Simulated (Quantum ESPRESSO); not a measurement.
Runs of Quantum ESPRESSO 7.5 on CsPbBr3. Symmetry: Pm-3m, No. 221, cubic system. The conventional cell has a = 5.870 Å, b = 5.870 Å, c = 5.870 Å, α = 90.00°, β = 90.00°, γ = 90.00°. Pb (site symmetry m-3m) has 6 Br at 2.94 Å as nearest neighbours. Around Cs (site symmetry m-3m) lie 12 Br at 4.15 Å. Around Br (site symmetry 4/mmm) lie 2 Pb at 2.94 Å. Measurements of this composition are mostly on another form, of space group No. 62.

```tsv
task	level	potentials or basis	cell	k mesh	cutoff (eV)	form of the LDA correlation	pressure (GPa)
phonons	BLYP	PseudoDojo 0.4.1 SR PBE standard	relaxed	2 × 2 × 2, shifted	762	-	0.0
phonons	vdW-DF-cx	PseudoDojo 0.4.1 SR PBE standard	relaxed	2 × 2 × 2, shifted	762	-	0.0
dielectric tensor	BLYP	PseudoDojo 0.4.1 SR PBE standard	as given	4 × 4 × 4, shifted	762	-	(a)
phonons	PBE	PseudoDojo 0.4.1 SR PBE standard	relaxed	2 × 2 × 2, shifted	762	-	0.0
phonons	PBE+D3(BJ)	SPMS 1.0 PBE	relaxed	2 × 2 × 2, shifted	680	-	0.0
dielectric tensor	PBEsol	PseudoDojo 0.4.1 SR PBEsol standard	as given	4 × 4 × 4, shifted	762	-	-0.1
phonons	LDA	PseudoDojo 0.4.1 SR LDA standard	relaxed	2 × 2 × 2, shifted	762	PW92	0.0
dielectric tensor	LDA	PseudoDojo 0.4.1 SR LDA standard	as given	4 × 4 × 4, shifted	762	PW92	-1.3
```

Alike in all rows: no spin polarisation; smearing fermi-dirac 0.05 eV.

Task: Fill in the values left out.

Result: (a) 2.8.

Caveats: the potentials were made for another functional, which shifts forces and pressure (some runs).

Not every run made on this cell is shown here.
